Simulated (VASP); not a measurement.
Write the native input for VASP 6.6.1 that does the following.

```
Task                               : relaxation of cell and atoms
Functional                         : B3LYP
Potentials or basis                : VASP PAW PBE potentials, release 64 (N, B)
Cutoff                             : 600 eV
k mesh                             : 7 × 7 × 7
Occupations                        : fermi-dirac, width 0.05 eV
Spin                               : no spin polarisation
Grid for exact exchange (PRECFOCK) : Fast
Exchange at q = 0                  : truncated
Further INCAR settings             : ALGO = Normal; EDIFF = 1e-07; IBRION = 2; EDIFFG = -0.005; NSW = 60; ISIF = 3
```

The system is BN.

```
CELL_PARAMETERS angstrom
0.00000 1.81300 1.81300
1.81300 0.00000 1.81300
1.81300 1.81300 0.00000
ATOMIC_POSITIONS crystal
N 0.25000 0.25000 0.25000
B 0.00000 0.00000 0.00000
```

The cell is a database's computed one.

The input as run:

POSCAR

```
BN
1.0
    0.0000000000      1.8130010000      1.8130010000
    1.8130010000      0.0000000000      1.8130010000
    1.8130010000      1.8130010000      0.0000000000
N B
1 1
Direct
    0.2500000000      0.2500000000      0.2500000000
    0.0000000000      0.0000000000      0.0000000000
```

INCAR.step1

```
SYSTEM = BN
PREC = Accurate ; ENCUT = 600
EDIFF = 1E-5 ; ISMEAR = -1
SIGMA = 0.05 ; LREAL = .FALSE.
LASPH = .TRUE. ; NELM = 80
ALGO = Normal ; LWAVE = .TRUE.
LCHARG = .FALSE. ; GGA = PE
```

INCAR.step2

```
SYSTEM = BN
PREC = Accurate ; ENCUT = 600
EDIFF = 1E-7 ; ISMEAR = -1
SIGMA = 0.05 ; LREAL = .FALSE.
LASPH = .TRUE. ; NELM = 80
ALGO = Normal ; ISIF = 3
LWAVE = .FALSE. ; LCHARG = .FALSE.
GGA = B3 ; LHFCALC = .TRUE.
AEXX = 0.2 ; AGGAX = 0.72
AGGAC = 0.81 ; ALDAC = 0.19
PRECFOCK = Fast ; HFRCUT = -1
IBRION = 2 ; NSW = 60
EDIFFG = -0.005 ; ISTART = 1
```

KPOINTS

```
Automatic mesh
0
G
  7 7 7
  0 0 0
```

Potentials or basis: VASP PAW PBE potentials, release 64 (N, B).

Run with:

```sh
$ cat potpaw_PBE.64/N/POTCAR potpaw_PBE.64/B/POTCAR > POTCAR
$ cp INCAR.step1 INCAR
$ mpirun -np 1 vasp_std > vasp.out
$ cp INCAR.step2 INCAR
$ mpirun -np 1 vasp_std > vasp.out
```

Results of the run:

| Property | Result |
| --- | --- |
| Relaxed volume | 5.91 Å³/atom |
| Relaxed cell | a = 2.557 Å, b = 2.557 Å, c = 2.557 Å, α = 60.00°, β = 60.00°, γ = 60.00° |
| Space group after relaxing (to 0.05 Å) | F-43m (No. 216) |
| Energy gained by relaxing | 0.4 meV/atom |
| Ionic steps | 3 |
| Pressure after relaxing | 0.0 GPa |
| Band gap on the k mesh | 6.80 eV, indirect (least direct gap 10.93 eV) |

Caveat: the k mesh is coarse (spacing up to 0.43 Å⁻¹), so the values aren't converged, least of all with exact exchange; the PAW data sets were made with another functional, which shifts forces and pressure a little; an odd mesh through Γ misses points on the zone boundary, where band edges often lie.

Run time: 6 min on 1 thread of AMD EPYC 7R13 Processor (Zen 3), with other jobs on the host, peak memory 0.09 GiB.
